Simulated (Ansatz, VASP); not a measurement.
Given: the input of a run of Ansatz 0.2.0 on In3As.

File input.yaml:

```yaml
crystal:
  lattice:
    - [4.6085424358, 0.0, 0.0]
    - [0.0, 4.6085424358, 0.0]
    - [0.0, 0.0, 4.6085424358]
  atoms:
    - { symbol: In, position: [0.5, 0.5, 0.0] }
    - { symbol: In, position: [0.5, 0.0, 0.5] }
    - { symbol: In, position: [0.0, 0.5, 0.5] }
    - { symbol: As, position: [0.0, 0.0, 0.0] }
hamiltonian:
  xc: pbe
  pseudopotentials: { kind: paw }
kpoints:
  mp_grid: { grid: [6, 6, 6] }
scf:
  occupations: { method: fermi_dirac, width: 0.05 }
output:
  forces: true
  stress: true
  eigenvalues: true
```

Potentials or basis: Ansatz PAW.

Command:

```bash
$ ansatz run input.yaml --threads 2 --pin off --max-ram 5120MiB --backend cpu --events-out ev --progress --plain --runs-dir out
```

Question: Translate it to VASP 6.6.1. Potentials there: VASP PAW PBE potentials, release 64 (In_d, As).

Answer: As run (the cutoff follows the program's own potentials):

Contents of INCAR:

```
SYSTEM = In3As
  PREC = Accurate
  ENCUT = 520
  EDIFF = 1E-7
  ISMEAR = -1
  SIGMA = 0.05
  LREAL = .False.
  LASPH = .True.
  NELM = 60
  ALGO = Normal
  ISIF = 2
  LWAVE = .False.
  LCHARG = .False.
  GGA = PE
  NBANDS = 30
```

KPOINTS

```
Automatic mesh
0
Gamma
  6 6 6
  0 0 0
```

Contents of POSCAR:

```
In3As
1.0
    4.6085424358      0.0000000000      0.0000000000
    0.0000000000      4.6085424358      0.0000000000
    0.0000000000      0.0000000000      4.6085424358
In As
3 1
Direct
    0.5000000000      0.5000000000      0.0000000000
    0.5000000000      0.0000000000      0.5000000000
    0.0000000000      0.5000000000      0.5000000000
    0.0000000000      0.0000000000      0.0000000000
```

Potentials or basis: VASP PAW PBE potentials, release 64 (In_d, As).

Launch:

```console
$ cat potpaw_PBE.64/In_d/POTCAR potpaw_PBE.64/As/POTCAR > POTCAR
$ mpirun -np 1 vasp_std > vasp.out
```

Both were run:

|  | VASP | Ansatz | Ansatz less VASP |
| --- | --- | --- | --- |
| gap on the k mesh at the Fermi level (eV) | none | none | - |
| pressure (GPa) | 2.5 | 2.5 | +0.02 |

A gap of «none» marks a metal or a gap that the smearing closes. The functional is the same, so the differences come from potentials, cutoffs and numerics. The two sets of potentials don't hold the same shells in valence.
